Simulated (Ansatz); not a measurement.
Os:

```
Os
1.0
     2.73410    0.00000    0.00000
    -1.36705    2.36780    0.00000
     0.00000    0.00000    4.31970
Os
2
Direct
  0.66667 0.33333 0.75000
  0.33333 0.66667 0.25000
```

| Property | Result |
| --- | --- |
| Program | Ansatz 0.2.0 |
| Task | relaxation of cell and atoms |
| Functional | RPBE |
| Potentials or basis | all-electron LAPW, scalar-relativistic |
| Basis error allowed | 0.001 eV/atom |
| k mesh | 11 × 11 × 6 |
| Occupations | fermi-dirac, width 0.05 eV |
| Spin | no spin polarisation |

At the start: volume 13.98 Å³/atom.

Question: How do energy, volume and symmetry change on relaxing?

Answer: Over 5 steps the energy falls by 17.4 meV/atom and the volume is 14.43 Å³/atom (+3.2 %); space group P6_3/mmc (No. 194, to 0.05 Å).

Step by step:
| step | energy change (eV) | largest force (eV/Å) | volume (Å³) |
| --- | --- | --- | --- |
| 1 | 0.0000 | 0.0000 | 27.96 |
| 2 | -0.0343 | 0.0000 | 28.97 |
| 3 | -0.0348 | 0.0000 | 28.86 |
| 4 | -0.0348 | 0.0000 | 28.86 |
| 5 | -0.0348 | 0.0000 | 28.86 |

Final structure:
```xyz
2
Lattice="2.7633 0.0000 0.0000 -1.3816 2.3931 0.0000 0.0000 0.0000 4.3636" Properties=species:S:1:pos:R:3 pbc="T T T"
Os    1.3816    0.7977    3.2727
Os    0.0000    1.5954    1.0909
```
